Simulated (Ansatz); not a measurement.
Crystal: WS2, a slab with vacuum.

```
W S
1.0
     3.18352    0.00000    0.00000
    -1.59176    2.75701    0.00000
     0.00000    0.00000   16.95058
W S
1 2
Direct
  0.00000 0.00000 0.00000
  0.33333 0.66667 0.09200
  0.33333 0.66667 0.90800
```

Base run:

| Item | Value |
| --- | --- |
| Program | Ansatz 0.2.0 |
| Functional | r2SCAN |
| Potentials or basis | Ansatz PAW |
| Cutoff | 500 eV |
| Density cutoff | 2000 eV |
| k mesh | 10 × 10 × 2 |
| Occupations | fermi-dirac, width 0.05 eV |
| Spin | no spin polarisation |

Its results: band gap on the k mesh 2.09 eV, indirect (least direct gap 2.28 eV); largest force 0.024 eV/Å.

After a change of settings the same cell gave: band gap on the k mesh 1.97 eV, indirect (least direct gap 2.14 eV); largest force 0.404 eV/Å. Which change was it?
A. functional from r2SCAN to PBE0; cutoff from 500 eV to 420 eV; density cutoff from 2000 eV to 1680 eV; k mesh from 10 × 10 × 2 to 6 × 6 × 2
B. functional from r2SCAN to HSE03; cutoff from 500 eV to 420 eV; density cutoff from 2000 eV to 1680 eV; k mesh from 10 × 10 × 2 to 6 × 6 × 1
C. functional from r2SCAN to LDA; cutoff from 500 eV to 420 eV; density cutoff from 2000 eV to 1680 eV

C.

r2SCAN gives the wider gap, since meta-GGAs in the generalised Kohn-Sham scheme recover part of the derivative discontinuity.

Caveats: the k mesh misses the band edges, so the gap on the mesh is wider than the one along the path; spin-orbit coupling is left out, which moves the levels of the heavy elements; the PAW data sets come from PBE, with cores solved anew for the run's functional, which leaves a small shift of forces and pressure.

Not every run made on this cell is shown here.
